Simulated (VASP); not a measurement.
VASP input:

### INCAR
```
SYSTEM = ZnTe
PREC = Accurate
ENCUT = 400
EDIFF = 1E-6
NELM = 100
ALGO = Normal
LREAL = .FALSE.
LASPH = .TRUE.
ISMEAR = 0
SIGMA = 0.05
GGA = PE
LMAXMIX = 4
LWAVE = .FALSE.
LCHARG = .FALSE.
ISIF = 2
```

File KPOINTS:
```
k-points along high-symmetry lines
6
Line-mode
Reciprocal
  0.000000   0.000000   0.000000 ! GAMMA
 -0.500000  -0.500000   0.000000 ! X

 -0.500000  -0.500000   0.000000 ! X
 -0.375000  -0.375000   0.250000 ! U

 -0.375000  -0.000000   0.375000 ! K
  0.000000   0.000000   0.000000 ! GAMMA

  0.000000   0.000000   0.000000 ! GAMMA
 -0.000000  -0.000000   0.500000 ! L

 -0.000000  -0.000000   0.500000 ! L
 -0.500000  -0.250000   0.250000 ! W

 -0.500000  -0.250000   0.250000 ! W
 -0.500000  -0.500000   0.000000 ! X
```

File POSCAR:
```
ZnTe
1
    0.0000000000     3.0500000000     3.0500000000
    3.0500000000     0.0000000000     3.0500000000
    3.0500000000     3.0500000000     0.0000000000
Zn Te
1 1
Direct
  0.0000000000   0.0000000000   0.0000000000
  0.2500000000   0.2500000000   0.2500000000
```

POTCAR, in this order: Zn Te (PBE.64 set). Program: vasp_std.

Output of the run:

**standard output**
```
 POSCAR found type information on POSCAR ZnTe
 POSCAR found :  2 types and       2 ions
 Reading from existing POTCAR
 Reading from existing POTCAR
 LDA part: xc-table for (Slater+PW92), standard interpolation
 POSCAR, INCAR and KPOINTS ok, starting setup
 WAVECAR not read
 entering main loop
       N       E                     dE             d eps       ncg     rms          rms(c)
DAV:   1     0.700694695950E+02    0.70069E+02   -0.73490E+03   936   0.121E+03
DAV:   2    -0.445013961872E+00   -0.70514E+02   -0.67837E+02  1016   0.231E+02
DAV:   3    -0.416855300685E+01   -0.37235E+01   -0.36982E+01  1161   0.544E+01
DAV:   4    -0.422139537395E+01   -0.52842E-01   -0.52833E-01  1292   0.638E+00
DAV:   5    -0.422186790947E+01   -0.47254E-03   -0.47253E-03  1132   0.458E-01    0.501E+00
DAV:   6    -0.397751973019E+01    0.24435E+00   -0.72997E-01  1275   0.235E+01    0.399E+00
DAV:   7    -0.395735939033E+01    0.20160E-01   -0.18019E-01  1111   0.433E+00    0.167E+00
DAV:   8    -0.395867896575E+01   -0.13196E-02   -0.76727E-03  1240   0.816E-01    0.523E-01
DAV:   9    -0.395938678845E+01   -0.70782E-03   -0.18123E-03  1021   0.362E-01    0.121E-01
DAV:  10    -0.395950351942E+01   -0.11673E-03   -0.22697E-04  1155   0.125E-01    0.428E-02
DAV:  11    -0.395954785246E+01   -0.44333E-04   -0.93428E-05  1096   0.741E-02    0.196E-02
DAV:  12    -0.395954911186E+01   -0.12594E-05   -0.30116E-06  1016   0.188E-02    0.553E-03
DAV:  13    -0.395955052568E+01   -0.14138E-05   -0.28709E-06  1041   0.111E-02    0.231E-03
DAV:  14    -0.395955061181E+01   -0.86131E-07   -0.72579E-08   703   0.207E-03
   1 F= -.39595506E+01 E0= -.39595506E+01  d E =-.990481E-12
```

File OUTCAR:
```
------------------------ aborting loop because EDIFF is reached ----------------------------------------
  FORCE on cell =-STRESS in cart. coord.  units (eV):
  Direction    XX          YY          ZZ          XY          YZ          ZX
  --------------------------------------------------------------------------------------
  Total        2.0863908      2.0863908      2.0863908      0.0000000      0.0000000      0.0000000
  in kB       58.9083334     58.9083334     58.9083334      0.0000000      0.0000000      0.0000000
  external PRESSURE =      58.9083334 kB  Pullay stress =       0.0000000 kB
  volume of cell :       56.75
      direct lattice vectors                 reciprocal lattice vectors
     0.000000000  3.050000000  3.050000000    -0.163934426  0.163934426  0.163934426
     3.050000000  0.000000000  3.050000000     0.163934426 -0.163934426  0.163934426
     3.050000000  3.050000000  0.000000000     0.163934426  0.163934426 -0.163934426
 POSITION                                       TOTAL-FORCE (eV/Angst)
 -----------------------------------------------------------------------------------
      0.00000      0.00000      0.00000         0.000000      0.000000      0.000000
      1.52500      1.52500      1.52500        -0.000000     -0.000000     -0.000000
 -----------------------------------------------------------------------------------
    total drift:                               -0.000004     -0.000004     -0.000004
  FREE ENERGIE OF THE ION-ELECTRON SYSTEM (eV)
  ---------------------------------------------------
  free  energy   TOTEN  =        -3.9595506118 eV

  energy  without entropy=       -3.9595506118  energy(sigma->0) =       -3.95955061
```
(Selected blocks of OUTCAR.)

Task: The run ends quietly. Is anything wrong with it?

Result: The cause: a line-mode KPOINTS file was used for a self-consistent run. The run ends without an error. Against the sound run, the energy per atom (σ→0) rises by 0.603 eV/atom; the pressure goes up by 4.10 GPa. To mend it, correct KPOINTS.
File KPOINTS:
```
Automatic mesh
0
Gamma
6 6 6
0 0 0
```
The mended run (PBE GGA, plane waves, VASP's PBE PAW potentials (set 64)) converges, and its OSZICAR ends with
```
   1 F= -.51652279E+01 E0= -.51652279E+01  d E =-.475575E-15
```

The compound is ZnTe in the zinc blende structure. The cell was not relaxed at this level.
